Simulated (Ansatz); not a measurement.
# V: pressure against volume

One table from this session's results is given with a row withheld; the runs are named, their logs left out.

Program: Ansatz 0.2.0. Level of theory: DFT PBE, scalar-relativistic. These are calculated values, not measurements.

### The starting structure

It takes space group Im-3m (No. 229, cubic). Conventional cell: a = 3.026 Å, b = 3.026 Å, c = 3.026 Å, α = 90.00°, β = 90.00°, γ = 90.00°. V (site symmetry m-3m) is surrounded by 8 V at 2.62 Å.

Coordinates:

```cif
data_structure
_symmetry_space_group_name_H-M 'Im-3m'
_symmetry_Int_Tables_number 229
_cell_length_a 3.0260
_cell_length_b 3.0260
_cell_length_c 3.0260
_cell_angle_alpha 90.000
_cell_angle_beta 90.000
_cell_angle_gamma 90.000
_cell_volume 27.71
loop_
_atom_site_label
_atom_site_type_symbol
_atom_site_symmetry_multiplicity
_atom_site_Wyckoff_symbol
_atom_site_fract_x
_atom_site_fract_y
_atom_site_fract_z
_atom_site_occupancy
V1 V 2 a 0.00000 0.00000 0.00000 1
```

The file gives the conventional cell by its symmetry; the runs use the cell typed in the input.

The cell comes from a crystallographic database entry that wasn't checked; take it as a given geometry, which may be far from equilibrium.

Set-up of the first run:

input.yaml

```yaml
crystal:
  lattice:
    - [-1.4925515474, 1.4925515474, 1.4925515474]
    - [1.4925515474, -1.4925515474, 1.4925515474]
    - [1.4925515474, 1.4925515474, -1.4925515474]
  atoms:
    - { symbol: V, position: [0.0, 0.0, 0.0], spin: 1.5 }
magnetization:
  spin_polarized: true
kpoints:
  mp_grid: { grid: [15, 15, 15] }
scf:
  occupations: { method: fermi_dirac, width: 0.03 }
hamiltonian:
  xc: pbe
  pseudopotentials: { kind: all_electron, lapw: { basis_error: 0.001 } }
output:
  forces: true
  stress: true
  eigenvalues: true
```

Command:

```console
$ ansatz run input.yaml --threads 1 --pin off --max-ram 3072MiB --backend cpu --events-out ev --progress --plain --runs-dir out
```

Among the steps run: Volume × 0.96, LAPW; Volume × 0.96, PAW; Volume × 0.96, crystal datasets; Volume × 0.98, LAPW; Volume × 0.98, PAW; Volume × 1.02, LAPW; Volume × 1.02, PAW; Volume × 1.04, LAPW; Volume × 1.04, PAW; Volume × 1.04, crystal datasets.

One of the session's tables, all rows but one given; the rest of the session is left out.

| method | volume (Å³/atom) | pressure (GPa) |
| --- | --- | --- |
| LAPW | 13.300 | 1.86 |
| LAPW | 13.577 | -1.95 |
| LAPW | 13.854 | -5.36 |
| LAPW | 14.131 | -8.43 |
| LAPW | 14.408 | -11.18 |
| PAW | 13.300 | ? |
| PAW | 13.577 | -1.89 |
| PAW | 13.854 | -5.31 |
| PAW | 14.131 | -8.37 |
| PAW | 14.408 | -11.13 |
| crystal datasets | 13.300 | 1.86 |
| crystal datasets | 13.854 | -5.36 |
| crystal datasets | 14.408 | -11.18 |

Q: Estimate the row for PAW, 13.300 from the others.

The run gave: pressure (GPa): 1.92. In the column «pressure (GPa)» it is the highest.

To keep in mind: Warnings in the runs' records: seeded moment not kept, crystal datasets made.
